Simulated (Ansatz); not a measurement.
# Electric field gradients in CoSi2 under strain

The cell is an entry of the Crystallography Open Database (COD), relaxed with PBE at fixed cell and then changed (z stretched by 1 %, ions relaxed).

```cif
data_structure
_symmetry_space_group_name_H-M 'P 1'
_symmetry_Int_Tables_number 1
_cell_length_a 3.8126
_cell_length_b 3.8126
_cell_length_c 3.7936
_cell_angle_alpha 60.165
_cell_angle_beta 60.165
_cell_angle_gamma 59.670
_cell_volume 38.99
loop_
_atom_site_label
_atom_site_type_symbol
_atom_site_fract_x
_atom_site_fract_y
_atom_site_fract_z
_atom_site_occupancy
Co1 Co 0.00000 0.00000 0.00000 1
Si2 Si 0.25000 0.25000 0.25000 1
Si3 Si 0.75000 0.75000 0.75000 1
```

Atom numbers follow the list; atoms alike are taken as one site, whose name carries the number of the first.

All values are calculated (Ansatz; DFT, PBE, plane waves and PAW, scalar-relativistic, collinear spin, 420 eV cutoff, Γ-centred 15×15×15 k-points, Fermi–Dirac smearing 0.05 eV), not measured. Start moments as typed (μB): 2 on each Co, none on the rest.

C_Q = eQV_zz/h, which is 24.18 MHz for Q = 1 b and V_zz = 10²¹ V/m²; η = (V_xx − V_yy)/V_zz. ν_Q = 3|C_Q|/[2I(2I − 1)].

⁵⁹Co: I = 7/2, Q = 420.0 mb. Q values from Pyykkö, Mol. Phys. 116, 1328 (2018).

| site | atoms (order as listed) | first shell | C_Q (MHz) | η | ν_Q (MHz) |
| --- | --- | --- | --- | --- | --- |
| Co | 1 | 8 Si at 2.33 Å | 0.218 | 0.00 | 0.016 |

An axis of threefold or higher order runs through Co, so V_zz lies along it and η is zero.

Si has no stable isotope with a ground-state quadrupole moment in the table, so these sites are left out.

The run finds no gap above 0.1 eV (a metal, or nearly one), so the gradients can move by 10 % or more with the k-mesh. The start moments die out, and the run ends without spin.

The relaxation (1 step) took 56 s of wall time (54 s of CPU time) and 0.75 GiB at its peak, on 1 thread of Intel Xeon Platinum 8259CL CPU @ 2.50GHz (Skylake/Cascade Lake) (x86_64; 16 cores open to the job, memory cap 3.0 GiB, no GPU), a shared host with a load of 0.7 a core.
